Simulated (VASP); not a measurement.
The system is LuH2.

```
CELL_PARAMETERS angstrom
0.00000 2.51650 2.51650
2.51650 0.00000 2.51650
2.51650 2.51650 0.00000
ATOMIC_POSITIONS crystal
Lu 0.00000 0.00000 0.00000
H 0.25000 0.25000 0.25000
H 0.75000 0.75000 0.75000
```

| Item | Value |
| --- | --- |
| Program | VASP 6.6.1 |
| Task | relaxation of cell and atoms |
| Functional | LDA |
| Potentials or basis | VASP PAW PBE potentials, release 64 (Lu, H) |
| Cutoff | 600 eV |
| k mesh | 14 × 14 × 14 |
| Occupations | methfessel-paxton, width 0.1 eV |
| Spin | no spin polarisation |

At the start: pressure -6.2 GPa; volume 10.62 Å³/atom.

Task: Where does the relaxation end?

Result: Over 3 steps the energy falls by 13.9 meV/atom and the volume is 9.93 Å³/atom (-6.5 %); space group Fm-3m (No. 225, to 0.05 Å).

The path:
| step | energy change (eV) | largest force (eV/Å) | pressure (GPa) | volume (Å³) |
| --- | --- | --- | --- | --- |
| 1 | 0.0000 | 0.0000 | -6.19 | 31.87 |
| 2 | -0.0412 | 0.0000 | -0.75 | 30.02 |
| 3 | -0.0416 | 0.0000 | 0.02 | 29.79 |

Final structure:
```xyz
3
Lattice="0.0000 2.4605 2.4605 2.4605 0.0000 2.4605 2.4605 2.4605 0.0000" Properties=species:S:1:pos:R:3 pbc="T T T"
Lu    0.0000    0.0000    0.0000
H     1.2303    1.2303    1.2303
H     3.6908    3.6908    3.6908
```

Caveat: the PAW data sets were made with another functional, which shifts forces and pressure a little.
